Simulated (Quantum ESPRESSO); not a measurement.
**InP (F-43m): a worked LO-TO splitting**

Aim: work out the LO frequency and the static dielectric constant of InP (F-43m) from one linear-response run, then check them.

Calculated with Quantum ESPRESSO 7.5; DFT LDA, scalar-relativistic, plane waves, PseudoDojo norm-conserving pseudopotentials.

The database entry behind the starting cell differs from later determinations by our own check (0.1 to 0.3 % short, probably kX units), so it need not match the best structure at ambient conditions.

**1. The relaxed structure**

Symmetry: F-43m, No. 216, cubic system. The conventional cell has a = 5.823 Å, b = 5.823 Å, c = 5.823 Å, α = 90.00°, β = 90.00°, γ = 90.00°. Nearest to In lie 4 P at 2.52 Å. Nearest to P lie 4 In at 2.52 Å. Farther neighbours are not listed.

As a file:

```
CELL_PARAMETERS angstrom
-2.91138 0.00000 2.91138
0.00000 2.91138 2.91138
-2.91138 2.91138 0.00000
ATOMIC_POSITIONS crystal
In 0.00000 0.00000 0.00000
P 0.25000 0.25000 0.25000
```

This is the cell after its relaxation at this level of theory, not the database cell from which that began.

**2. What the response run gave**

A linear-response run on the relaxed cell, with the response to an electric field; only its zone-centre results are used. Cutoff 77 Ry, k mesh 8×8×8 with shifts.

Log:

```text
[banners, grids, parts of the stress and lines that vanish by symmetry left out]
Program PHONON v.7.5
     Reading xml data from directory:

[...]
Exchange-correlation= PW
                           (   1   4   0   0   0   0   0)
[...]
kinetic-energy cut-off    =      77.0000  Ry
     charge density cut-off    =     308.0000  Ry
     convergence threshold     =      1.0E-18
[...]
Exchange-correlation= PW
                           (   1   4   0   0   0   0   0)
[...]
q = (   0.0000000   0.0000000   0.0000000 )
     25 Sym.Ops. (with q -> -q+G )
     G cutoff =  472.2971  (  30467 G-vectors)     FFT grid: ( 45, 45, 45)
     number of k points=    60
[...]
Mode symmetry, T_d (-43m)  point group:
[...]
Dielectric constant
[...]
End of electric fields calculation
          Dielectric constant in cartesian axis
          (      11.530803398       0.000000000      -0.000000000 )
          (       0.000000000      11.530803398      -0.000000000 )
          (       0.000000000      -0.000000000      11.530803398 )
          Effective charges (d Force / dE) in cartesian axis without acoustic sum rule applied (asr)
           atom    1  In    Mean Z*:        2.46111
      Ex  (        2.46111       -0.00000       -0.00000 )
      Ey  (       -0.00000        2.46111        0.00000 )
      Ez  (        0.00000        0.00000        2.46111 )
           atom    2  P     Mean Z*:       -2.46212
      Ex  (       -2.46212       -0.00000        0.00000 )
      Ey  (       -0.00000       -2.46212        0.00000 )
      Ez  (        0.00000        0.00000       -2.46212 )
          Effective charges Sum: Mean:       -0.00101
[...]
Effective charges (d Force / dE) in cartesian axis with asr applied:
           atom    1  In    Mean Z*:        2.46162
[...]
atom    2  P     Mean Z*:       -2.46162
[...]
Representation #   1 modes #   1   2   3
[...]
End of self-consistent calculation
     Convergence has been achieved
     Representation #   2 modes #   4   5   6
[...]
End of self-consistent calculation
     Convergence has been achieved
[...]
Dielectric constant in cartesian axis
          (      11.530803398       0.000000000      -0.000000000 )
          (       0.000000000      11.530803398      -0.000000000 )
          (       0.000000000      -0.000000000      11.530803398 )
          Effective charges (d Force / dE) in cartesian axis without acoustic sum rule applied (asr)
           atom    1  In    Mean Z*:        2.46111
      Ex  (        2.46111       -0.00000       -0.00000 )
      Ey  (       -0.00000        2.46111        0.00000 )
      Ez  (        0.00000        0.00000        2.46111 )
           atom    2  P     Mean Z*:       -2.46212
      Ex  (       -2.46212       -0.00000        0.00000 )
      Ey  (       -0.00000       -2.46212        0.00000 )
      Ez  (        0.00000        0.00000       -2.46212 )
          Effective charges Sum: Mean:       -0.00101
[...]
Effective charges (d Force / dE) in cartesian axis with asr applied:
           atom    1  In    Mean Z*:        2.46162
[...]
atom    2  P     Mean Z*:       -2.46162
[...]
q = (    0.000000000   0.000000000   0.000000000 )
[...]
freq (    1) =       0.069023 [THz] =       2.302349 [cm-1]
     freq (    2) =       0.069023 [THz] =       2.302349 [cm-1]
     freq (    3) =       0.069023 [THz] =       2.302349 [cm-1]
     freq (    4) =       9.118278 [THz] =     304.153024 [cm-1]
     freq (    5) =       9.118278 [THz] =     304.153024 [cm-1]
     freq (    6) =       9.118278 [THz] =     304.153024 [cm-1]
[...]
Mode symmetry, T_d (-43m)  point group:
     freq (   1-   3) =          2.3  [cm-1]   --> T_2  G_15 P_4   I+R
     freq (   4-   6) =        304.2  [cm-1]   --> T_2  G_15 P_4   I+R

   JOB DONE.
```

```csv
quantity,value
cell volume Ω (Å³),49.354
mass of In (u),114.818
mass of P (u),30.974
"Born charge of In, raw (e)",2.461
"Born charge of P, raw (e)",-2.462
ε∞,11.531
ω(TO) after the sum rule (cm⁻¹),304.1
```

**3. The calculation**

The charges must sum to zero over the cell; taking off their mean, 0.000 e, leaves Z* = 2.462 e on In. In the polar mode In moves against P, so the reduced mass is μ = 114.82 × 30.97 / 145.79 = 24.393 u.

A longitudinal wave builds up a field that adds to the restoring force: ω(LO)² = ω(TO)² + 4π Z*² / (μ Ω ε∞), in Hartree atomic units. With μ = 44466 electron masses and Ω = 333.06 bohr³ the second term is 4.4590e-07 Ha², or 21478 cm⁻² (1 Ha = 219474.6 cm⁻¹).

So ω(LO) = √(92507 + 21478) = 337.6 cm⁻¹, and by the Lyddane-Sachs-Teller relation ε₀ = ε∞ (ω(LO)/ω(TO))² = 14.21.

**4. Check against the program**

The analysis program adds the same non-analytic term to the full matrix, here for q along (1 0 0).

Log:

```text
[banner, memory and clock lines left out]
Program DYNMAT v.7.5

     Reading Dynamical Matrix from file g.dyn
     ...Force constants read
     ...epsilon and Z* read

     Polarizability (A^3 units)
     multiply by 0.221716 for Clausius-Mossotti correction
        41.359619    0.000000    0.000000
         0.000000   41.359619   -0.000000
        -0.000000   -0.000000   41.359619

     IR activities are in (D/A)^2/amu units

# mode   [cm-1]    [THz]      IR
    1     -0.00   -0.0000    0.0000
    2      0.00    0.0000    0.0000
    3      0.00    0.0000    0.0000
    4    304.15    9.1182    5.7311
    5    304.15    9.1182    5.7311
    6    337.62   10.1215    5.7311
```

ε₀ comes from the program's run without a direction of q.

```csv
quantity,by hand,program
ω(LO) (cm⁻¹),337.6,337.6
ε₀,14.21,14.21
```

**5. Outcome**

- TO mode: 304.1 cm⁻¹
- LO mode: 337.6 cm⁻¹
- static dielectric constant: 14.21

The LO mode of InP (F-43m) lies at 338 cm⁻¹, 33 cm⁻¹ above the TO mode; the formula meets the program within 0.1 cm⁻¹, as it must for a cubic crystal with one polar mode. ω(LO)² − ω(TO)² goes with Z*²/ε∞: an error of 5 % in ε∞ would move the LO mode by 1.5 cm⁻¹, and semilocal functionals tend to overestimate ε∞. These are harmonic values at zero temperature, at the volume of this functional, for the structure held cubic; stability elsewhere in the zone is no part of this calculation.

[Host names and launcher messages were left out of these logs when they were recorded.]

[Logs are printed without paths, hosts, clocks, repeated set-up lines and the standing remarks that a program may print on its own settings, such as how far it seeks lower states.]

[Hosts, paths, dates, database ids (printed as entryN), source tags and the programs' standing remarks are cut or masked in the printed files.]
